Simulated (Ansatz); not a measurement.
# CdF2: the cost of one run

Program: Ansatz 0.2.0. Level of theory: DFT LDA, scalar-relativistic. These are calculated values, not measurements.

## 1. Starting point

It takes space group Fm-3m (No. 225, cubic). The conventional cell has a = 5.388 Å, b = 5.388 Å, c = 5.388 Å, α = 90.00°, β = 90.00°, γ = 90.00°. Around Cd (site symmetry m-3m) lie 8 F at 2.33 Å. F (site symmetry -43m) is surrounded by 4 Cd at 2.33 Å.

Structure file:

```
CELL_PARAMETERS angstrom
0.00000 2.69400 2.69400
2.69400 0.00000 2.69400
2.69400 2.69400 0.00000
ATOMIC_POSITIONS crystal
Cd 0.00000 0.00000 0.00000
F 0.25000 0.25000 0.25000
F 0.75000 0.75000 0.75000
```

The geometry is a database entry used as it stands. It may stem from high pressure or temperature, or be incomplete, so it serves as a test cell.

Atoms are numbered in the order of the input: Cd1, F2, F3.

## 2. Volume × 0.94, LAPW

Contents of input.yaml:

```yaml
crystal:
  lattice:
    - [0.0, 2.6390049769, 2.6390049769]
    - [2.6390049769, 0.0, 2.6390049769]
    - [2.6390049769, 2.6390049769, 0.0]
  atoms:
    - { symbol: Cd, position: [0.0, 0.0, 0.0] }
    - { symbol: F, position: [0.25, 0.25, 0.25] }
    - { symbol: F, position: [0.75, 0.75, 0.75] }
kpoints:
  mp_grid: { grid: [8, 8, 8] }
  band_path:
    path:
      - [0.0, 0.0, 0.0]
      - [0.5, 0.0, 0.5]
      - [0.625, 0.25, 0.625]
      - [0.375, 0.375, 0.75]
      - [0.0, 0.0, 0.0]
      - [0.5, 0.5, 0.5]
      - [0.5, 0.25, 0.75]
      - [0.5, 0.0, 0.5]
    npoints: 5
scf:
  occupations: { method: fermi_dirac, width: 0.02 }
hamiltonian:
  xc: lda
  pseudopotentials: { kind: all_electron, lapw: { basis_error: 0.001 } }
output:
  forces: true
  stress: true
  eigenvalues: true
```

The run is started by

```
ansatz run input.yaml --threads 1 --pin off --max-ram 4096MiB --backend cpu --events-out ev --progress --plain --runs-dir out
```

Q: Estimate wall time and peak memory on 1 thread of Arm Neoverse V2, shared host.

About 11 s, with a peak of 0.32 GiB.
